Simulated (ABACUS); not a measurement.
# Ir: equation of state with revPBE

The system is Ir.

```
Ir
1.0
     0.00000    1.91560    1.91560
     1.91560    0.00000    1.91560
     1.91560    1.91560    0.00000
Ir
1
Direct
  0.00000 0.00000 0.00000
```

* Program: ABACUS 3.10.1
* Task: equation of state
* Functional: revPBE
* Potentials or basis: Ansatz NC PBE
* Cutoff: 925 eV
* Density cutoff: 3701 eV
* Basis: plane waves
* k mesh: 10 × 10 × 10
* Occupations: fermi-dirac, width 0.05 eV
* Spin: no spin polarisation
* Radial cutoff of the potentials (pseudo_rcut): 10 bohr
* SCF threshold on the density: 1e-08
* Max SCF steps: 100
* Eigensolver: dav
* Mixing: broyden
* Mixing share: 0.7
* Symmetry key: 1

```yaml
Equilibrium_volume: 14.63 Å³/atom
Bulk_modulus: 337 GPa
Pressure_derivative_of_the_bulk_modulus: "5.1 (rough: it moves with the points fitted)"
```

Energy against volume, from the lowest point:
| volume (Å³/atom) | energy (meV/atom) |
| --- | --- |
| 13.215 | 170.37 |
| 13.778 | 53.11 |
| 14.340 | 0.83 |
| 14.902 | 0.00 |

All runs of the series together: 8.7 s on 4 threads of Intel(R) Xeon(R) Platinum 8488C (Sapphire Rapids), on a shared host.

Caveat: the potentials were made for another functional, which shifts forces and pressure. revPBE gives volumes clearly too large for solids.
